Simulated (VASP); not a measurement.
Input of a VASP 6.6.1 run:

INCAR

```
SYSTEM = CdO
PREC = Accurate
ENCUT = 520
EDIFF = 1E-6
ISMEAR = 0
SIGMA = 0.1
LREAL = .FALSE.
LASPH = .TRUE.
NELM = 80
ALGO = Fast
ISIF = 2
LWAVE = .FALSE.
LCHARG = .FALSE.
GGA = PE
```

The input KPOINTS:

```
regular mesh
0
G
  10 10 10
  0 0 0
```

File POSCAR:

```
CdO
3.3227
    0.000000000000      0.707105667078      0.707105667078
    0.707105667078      0.000000000000      0.707105667078
    0.707105667078      0.707105667078      0.000000000000
Cd O
1 1
Direct
    0.0000000000      0.0000000000      0.0000000000
    0.5000000000      0.5000000000      0.5000000000
```

Potentials or basis: VASP PAW PBE potentials, release 64 (Cd, O).

Command:

```sh
$ cat potpaw_PBE.64/Cd/POTCAR potpaw_PBE.64/O/POTCAR > POTCAR
$ mpirun -np 1 vasp_std > vasp.out
```

Task: Estimate the pressure.

Result: 7.6 GPa.

Task: Predict the band gap on the k mesh.

Result: None (metal or under the smearing width).

Caveat: this crystal is a semiconductor, whose small gap the functional closes, so the metal is an error of the method.
